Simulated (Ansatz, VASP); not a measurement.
# ZnS in VASP and in Ansatz

```
Zn S
1.0
     3.66347    0.00000    0.00000
    -1.83173    3.17266    0.00000
     0.00000    0.00000    6.22047
Zn S
2 2
Direct
  0.33333 0.66667 0.00888
  0.66667 0.33333 0.50888
  0.33333 0.66667 0.37612
  0.66667 0.33333 0.87612
```

Change from the starting cell: in-plane strain -0.02, out-of-plane length and atoms relaxed by PAW.

Alike in both runs: functional LDA; k mesh 6 × 6 × 4; no spin polarisation.

Ansatz relaxed the structure, and its values are those at the end. VASP's run is a single point on that final structure, the one shown.

|  | VASP | Ansatz |
| --- | --- | --- |
| version | VASP 6.6.1 | Ansatz 0.2.0 |
| potentials or method | VASP PAW LDA potentials, release 64 (Zn, S) | PAW with Ansatz's default frozen-core files, scalar-relativistic |
| plane-wave cutoff (eV) | 520 | 420 |
| occupations | gaussian, width 0.01 eV | fixed |
| valence electrons in the cell | 36 | 36 |

```tsv
	VASP	Ansatz	Ansatz less VASP
pressure (GPa)	2.7	2.4	-0.28
```
